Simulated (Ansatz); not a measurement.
Two G0W0 runs on Te2Mo (layers cut from the bulk crystal).

The cell holds 6 atoms: 4 Te and 2 Mo. Its edges and angles: a = 3.439 Å, b = 3.439 Å, c = 43.800 Å, α = 90.0°, β = 90.0°, γ = 120.0°. It derives from Te2Mo. Regions: layer 1, 3 atoms (2 Te and 1 Mo); layer 2, 3 atoms (2 Te and 1 Mo). Vacuum lies along c.

```xyz
6
Lattice="3.4389 0.0000 0.0000 -1.7195 2.9782 0.0000 0.0000 0.0000 43.8000" Properties=species:S:1:pos:R:3
Te    0.0000    1.9855   16.7499
Mo    1.7195    0.9927   18.5643
Te    0.0000    1.9855   20.3823
Te    1.7195    0.9927   23.4177
Mo    0.0000    1.9855   25.2357
Te    1.7195    0.9927   27.0501
```

The structure was relaxed with PBEsol-D3(BJ). The runs that relaxed it are not among those shown. Spin-orbit coupling is left out unless a run names it. PAW set soft_2, made with PBE.

The first (Ansatz 0.2.0; start PBEsol, 9×9×1 mesh, 1018 empty bands, screening to 100 eV; 1 × NVIDIA GB200 with 32 threads of Arm Neoverse V2, shared host) gave, on its mesh: starting gap 0.74 eV, G0W0 gap 1.20 eV, mean of 1 + 4πα/V (set by the cell height) 5.00, 56 s.

Q: The second changes empty bands from 1018 to 415 and screening cutoff (eV) from 100.0 to 55. What does it give?

It gave: starting gap 0.74 eV, G0W0 gap 1.12 eV, mean of 1 + 4πα/V (set by the cell height) 5.10, 19 s. The G0W0 gap moves by −0.08 eV, +0.00 eV from the start and −0.08 eV from the correction. Σc changes by +0.32 eV at the valence top and +0.24 eV at the conduction bottom, and Σx − Vxc between them by +0.0002 eV.

Limits: not at the basis limit; coarse mesh for a sheet; no spin-orbit coupling.

[Paths, hosts, dates, memory and timing lines, banners, echoed tables and standing remarks are left out of the program output.]

[Logs are printed without paths, hosts, clocks, repeated set-up lines and the standing remarks that a program may print on its own settings, such as how far it seeks lower states.]

[Runs of the session that timed out or met a known fault of the program may be left out.]

[Cells called generated may have been cut or substituted from an entry of the Crystallography Open Database or the Materials Project.]

[Hosts, paths, dates, database ids (printed as entryN), source tags and the programs' standing remarks are cut or masked in the printed files.]
